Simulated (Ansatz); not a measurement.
**Second-order optical response of ZnS**

Method: DFT PBE, scalar-relativistic, plane waves, PAW in Ansatz 0.2.0. Plane waves to 420 eV; Γ-centred k mesh 10×10×10; fixed occupations. No spin polarisation. Phonons by linear response, acoustic sum rule imposed.

The cell, relaxed at this level:
```yaml
crystal:
  lattice:
    - [0.00000, 2.72180, 2.72180]
    - [2.72180, 0.00000, 2.72180]
    - [2.72180, 2.72180, 0.00000]
  atoms:
    - { symbol: Zn, position: [0.25000, 0.25000, 0.25000] }
    - { symbol: S, position: [0.00000, 0.00000, 0.00000] }
```

Give the static, clamped-ion nonlinear coefficients d_iJ = χ⁽²⁾/2 (pm/V, Voigt columns xx yy zz yz xz xy).

## Answers

```
x     0.0   0.0   0.0 -15.9   0.0   0.0
y     0.0   0.0   0.0   0.0 -15.9   0.0
z     0.0   0.0   0.0   0.0   0.0 -15.9
```
The largest is 15.9 pm/V, at a Kohn–Sham gap of 2.01 eV; a functional that narrows the gap inflates it.

Cost: 1 run of about 3.3 core-minutes, on AMD EPYC 7R43 (Zen 3) (shared hosts).